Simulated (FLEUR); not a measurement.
The system is NiO.

```
CELL_PARAMETERS angstrom
0.00000 2.08590 2.08590
2.08590 0.00000 2.08590
2.08590 2.08590 0.00000
ATOMIC_POSITIONS crystal
Ni 0.00000 0.00000 0.00000
O 0.50000 0.50000 0.50000
```

Base run:

| Item | Value |
| --- | --- |
| Program | FLEUR MaX-R8.1 (later development tree) |
| Functional | SCAN |
| Potentials or basis | all-electron |
| Basis | FLAPW |
| Kmax | 4.73 1/bohr |
| k mesh | 11 × 11 × 11 |
| Occupations | fermi-dirac, width 0.05 eV |
| Spin | collinear spin, ferromagnetic start |
| Starting moments | [1.0, 0.0] μB |

Its results: net moment 2.00 μB per cell; site moments Ni +1.72; O +0.23 μB.

The run is repeated on the same cell with these changes: functional from SCAN to PBE. What comes out?

Net moment 1.73 μB per cell; site moments Ni +1.44; O +0.26 μB.

Caveats: a cell with one magnetic atom can't hold antiferromagnetic order, which such compounds often take; the meta-GGA is that of a development version, with a GGA for the radial functions and cores and without core tails (some runs).

Not every run made on this cell is shown here.
